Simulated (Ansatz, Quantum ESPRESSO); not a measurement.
# 2H-MoSe2, 3 layers, AA' stacking against a metal electrode: the electrode's level over the Fermi level at a withheld member of a series

**Set-up.** Quantum ESPRESSO 7.5, PBE, GBRV ultrasoft. The slab is relaxed neutral under PBE-D3(BJ), then held. ESM with bc3: vacuum below and a metal electrode about 6 Å above the top atoms. Fermi-Dirac smearing of 0.004 Ry and a dense mesh. Charges are set per cell from the starting area. The series steps the charge of the slab (positive: electrons removed).

```
charge of the slab  electrode's level over the Fermi level (eV)
     1 ×10¹³ e/cm²                                        6.014
     2 ×10¹³ e/cm²                                        7.081
     3 ×10¹³ e/cm²                                        8.119
   4.5 ×10¹³ e/cm²                                        9.653
     6 ×10¹³ e/cm²                                       11.177
     7 ×10¹³ e/cm²                                       12.192
```

To predict: What is the electrode's level over the Fermi level at 8 ×10¹³ e/cm²?

**Worked estimate.** The rows at 6 ×10¹³ e/cm² and 7 ×10¹³ e/cm² give a slope of (12.192 − (11.177))/(7 − (6)) = 1.015, so a straight line gives 13.207 eV. A parabola through these and the row at 4.5 ×10¹³ e/cm² gives 13.206 eV.

**Check.** 13.207 eV. The line misses by 0.000 and the parabola by −0.001 eV. Both misses are under 5 % of the step from the nearer row.

**Limits.** Vacuum fills the gap; ions don't answer the charge; added electrons can spill towards the electrode at the most negative charges. Charges count on the starting cell, which the relaxation changed by some per cent. Members without a usable value, or on the other side of zero field or charge, are not listed.

[Logs are printed without paths, hosts, clocks, repeated set-up lines and the standing remarks that a program may print on its own settings, such as how far it seeks lower states.]
